How far a functional opens the gap of Ga2O3

The band gap of Ga2O3 in its corundum form comes out at 2.9 eV with PBE and at 5.0 eV with TB-mBJ, although no atom moves between the two calculations. Only the treatment of exchange and correlation differs. Knowing what each functional does to filled and empty levels should help to forecast where two others, r2SCAN and PBE0, will land.

Kohn-Sham DFT with VASP 6.6.1 and PAW potentials (Ga 3d electrons in the valence) for corundum-type Ga2O3 (R-3c, 10-atom cell), with the same fixed geometry in every row. All runs use a 4 × 4 × 4 k mesh and Fermi-Dirac smearing of 0.05 eV, without spin polarisation or spin-orbit coupling.

```
functional                            potentials  wave cutoff  gap on mesh (eV)  direct gap on mesh (eV)
       LDA  VASP-PAW-LDA-potentials,-recommended       520 eV             2.851                    3.077
       PBE  VASP-PAW-PBE-potentials,-recommended       520 eV             2.897                    3.116
    PBEsol  VASP-PAW-PBE-potentials,-recommended       520 eV             2.832                    3.056
    r2SCAN  VASP-PAW-PBE-potentials,-recommended       520 eV                 ?                        ?
      PBE0  VASP-PAW-PBE-potentials,-recommended       450 eV                 ?                        ?
      SCAN  VASP-PAW-PBE-potentials,-recommended       520 eV             3.489                    3.714
    TB-mBJ  VASP-PAW-PBE-potentials,-recommended       520 eV             5.010                    5.213
```

The gap on mesh is the distance from the highest filled to the lowest empty level among the sampled k points. The direct gap on mesh compares levels at the same k point. A band edge that falls between the points is missed, so the gap on a finer mesh may be somewhat smaller.

LDA, PBE and PBEsol agree within 0.07 eV. Each computes the exchange-correlation energy from the density and at most its gradient, and the potential that follows is the same for filled and empty states. The true gap is larger than the gap between such levels, because the exact potential jumps when an electron is added to the solid, and these functionals have no such jump. Their order among themselves is shown for this one cell only. PBE finds the cell clearly compressed and LDA finds it slightly stretched, so cells relaxed with each functional could give another order.

SCAN also uses the kinetic-energy density, which is built from the orbitals. Its operator therefore acts on each state according to how strongly that state varies in space, and theory expects it to recover part of the missing jump. In the table the gap grows by 0.6 eV from PBE to SCAN, a fifth of the PBE value. TB-mBJ goes much further by another route. Its potential is again the same for filled and empty states, but its parameters were adjusted so that the distance between the levels comes close to measured gaps.

r2SCAN keeps SCAN's ingredients but smooths the function that switches between different kinds of bonding. The simplest forecast is therefore SCAN's own gap, 3.49 eV, with a judged range of ±0.20 eV. That places r2SCAN clearly above PBE.

PBE0 replaces a quarter of PBE's exchange by exact exchange. In exact exchange an electron in a filled state does not repel itself, whereas an added electron in an empty state feels all the others. Filled levels therefore sink relative to empty ones, and to first order the gap grows in proportion to the fraction a of exact exchange:

gap(a) ≈ gap(PBE) + a · S

Here S is the opening that full exact exchange would give. For wide-gap oxides the product a · S at a = 1/4 is roughly 2.7 eV, a recalled value that does not come from the table. The estimate is then

gap(PBE0) ≈ 2.90 eV + 2.7 eV = 5.60 eV

with a judged range of ±0.40 eV, since the opening differs from oxide to oxide. PBE0 should thus have the largest gap of the table.

The direct gap needs one more observation. In the known rows it lies 0.20 to 0.23 eV above the smallest gap, although that gap itself runs from 2.8 to 5.0 eV. A likely reason is that both gaps end at the same empty level. The lowest empty band of such an oxide is expected to have one steep minimum, and the direct gap then lies at that k point. In that case the distance is a difference between two filled levels, which a change of functional shifts almost together. The mean distance of the known rows, 0.22 eV, is therefore forecast for both r2SCAN and PBE0, with a judged range of ±0.04 eV.

The withheld rows as computed:

```
functional                            potentials  wave cutoff  gap on mesh (eV)  direct gap on mesh (eV)
    r2SCAN  VASP-PAW-PBE-potentials,-recommended       520 eV             3.597                    3.822
      PBE0  VASP-PAW-PBE-potentials,-recommended       450 eV             5.406                    5.610
```

All the forecasts hold within their ranges. r2SCAN gives 3.60 eV, which is 0.11 eV more than SCAN. The shared ingredients explain why the two lie close together. The model has no term for the smoothing, so it could not foresee which of them would be higher, and the table does not show why it is r2SCAN.

PBE0 gives 5.41 eV, the largest gap, and the forecast was 0.19 eV too high. The opening from PBE is 2.5 eV instead of the assumed 2.7 eV, so the weak point was the value carried over from other oxides. With only one fraction of exact exchange in the table, the proportionality itself remains untested. The lower plane-wave cutoff of the PBE0 run may also contribute a little. The rival estimate in the printed output, which simply takes over the TB-mBJ gap, is 0.40 eV too low.

The distance between the two kinds of gap is 0.22 eV for r2SCAN and 0.20 eV for PBE0. This fits the picture of two filled levels that shift together but does not prove it, because the table does not say at which k points the levels lie. The printed output after this section lists every forecast with its miss.

For comparison, the measured gap is roughly 5.3 eV (a recalled value). LDA, PBE and PBEsol reach little more than half of it, the two SCAN forms about two thirds, and TB-mBJ and PBE0 come close. Lattice vibrations, which are absent here, usually lower a measured gap. A calculation with fixed atoms should therefore lie somewhat above the measured value, which makes the shortfall of the simpler functionals larger still.

The closeness of PBE0 depends on the material. Electrons in a solid screen exchange, and a quarter of the exact term suits an oxide in which this screening is moderate. In silicon, where screening is much stronger, the same quarter is too much and PBE0 overshoots the gap.

The analysis program printed:

```
Spread of the gap over LDA, PBE and PBEsol (eV): 0.065
SCAN gap less PBE gap (eV): 0.592
SCAN gap above PBE gap (percent): 20.43
TB-mBJ gap less PBE gap (eV): 2.113
TB-mBJ gap above PBE gap (percent): 72.94
Mean indirect-direct distance of the known rows (eV): 0.2194
Forecast r2SCAN gap, SCAN value taken over (eV): 3.489
Judged range of the r2SCAN forecast, plus or minus (eV): 0.2
Forecast PBE0 gap, PBE plus recalled opening (eV): 5.597
Judged range of the PBE0 forecast, plus or minus (eV): 0.4
Forecast r2SCAN direct gap (eV): 3.708
Forecast PBE0 direct gap (eV): 5.816
Judged range of the indirect-direct distance, plus or minus (eV): 0.04
Computed r2SCAN gap (eV): 3.597
Miss for r2SCAN, forecast less computed (eV): -0.108
Computed PBE0 gap (eV): 5.406
Miss for PBE0, forecast less computed (eV): 0.191
Miss of the rival for PBE0, TB-mBJ gap less computed (eV): -0.396
Miss for r2SCAN direct gap, forecast less computed (eV): -0.1136
Miss for PBE0 direct gap, forecast less computed (eV): 0.2064
Miss for r2SCAN indirect-direct distance, forecast less computed (eV): -0.0056
Miss for PBE0 indirect-direct distance, forecast less computed (eV): 0.0154
Computed opening from PBE to PBE0 (eV): 2.509
Computed r2SCAN opening as part of the SCAN opening (percent): 118.2
Gaps compared with PBE:
     row  gap in eV  gap less PBE gap in eV  direct less indirect gap in eV
     LDA      2.851                  -0.046                           0.226
     PBE      2.897                       0                           0.219
  PBEsol      2.832                  -0.065                           0.224
  r2SCAN      3.597                     0.7                           0.225
    PBE0      5.406                   2.509                           0.204
    SCAN      3.489                   0.592                           0.225
  TB-mBJ       5.01                   2.113                           0.203
```
